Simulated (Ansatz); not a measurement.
# MoS2: the cost of one run

Program: Ansatz 0.2.0. Level of theory: DFT PBE, scalar-relativistic, plane waves, PAW. These are calculated values, not measurements.

## (1) The structure to begin with

Symmetry: P-6m2, No. 187, hexagonal system. The conventional cell has a = 3.184 Å, b = 3.184 Å, c = 17.335 Å, α = 90.00°, β = 90.00°, γ = 120.00°. Around Mo (site symmetry -6m2) lie 6 S at 2.41 Å. S (site symmetry 3m) is surrounded by 3 Mo at 2.41 Å.

As a file:

```xyz
3
Lattice="3.1841 0.0000 0.0000 -1.5921 2.7575 0.0000 0.0000 0.0000 17.3346" Properties=species:S:1:pos:R:3 pbc="T T T"
Mo    0.0000    0.0000    0.0000
S     0.0000    1.8384    1.5513
S     0.0000    1.8384   15.7833
```

The start is a polymorph listed in a database, not an invented cell.

## (2) Probe: one point on a coarse mesh

input.yaml reads:

```yaml
crystal:
  lattice:
    - [3.1841261, 0.0, 0.0]
    - [-1.59206305, 2.75753409, 0.0]
    - [0.0, 0.0, 17.33460045]
  atoms:
    - { symbol: Mo, position: [0.0, 0.0, 0.0], spin: 1.0 }
    - { symbol: S, position: [0.33333333, 0.66666667, 0.08949298] }
    - { symbol: S, position: [0.33333333, 0.66666667, 0.91050702] }
basis:
  ecutwfc: 420
kpoints:
  mp_grid: { grid: [6, 6, 1] }
hamiltonian:
  xc: pbe
scf:
  occupations: { method: gaussian, width: 0.1 }
  lower_state_search: "off"
output:
  forces: true
  stress: true
  eigenvalues: true
  populations: true
magnetization:
  spin_polarized: true
```

Command:

```bash
$ ansatz run input.yaml --threads 1 --pin off --max-ram 2560MiB --backend cpu --events-out ev --progress --plain --runs-dir out
```

Q: Estimate wall time and peak memory on 1 thread of Intel Xeon at 2.70GHz, shared host.

About 12 s, with a peak of 0.39 GiB.
